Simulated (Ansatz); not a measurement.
System: TlCl (CsCl type), 2 atoms in the cell.

All numbers below come from PBE, all-electron LAPW, point nucleus in Ansatz.

k-mesh 8×8×8 Γ-centred; Fermi–Dirac smearing of 0.1 eV; no spin polarisation; no spin–orbit coupling.

```
Tl Cl
1.0
     3.90000    0.00000    0.00000
     0.00000    3.90000    0.00000
     0.00000    0.00000    3.90000
Tl Cl
1 1
Cartesian
  0.0000 0.0000 0.0000
  1.9500 1.9500 1.9500
```

(1) Would the cell expand or shrink if it were free to relax?

## Answers

(1) The pressure is 0.00 GPa, close to zero.

Spin–orbit coupling is left out, which matters for 6p elements such as Tl, Pb and Bi.
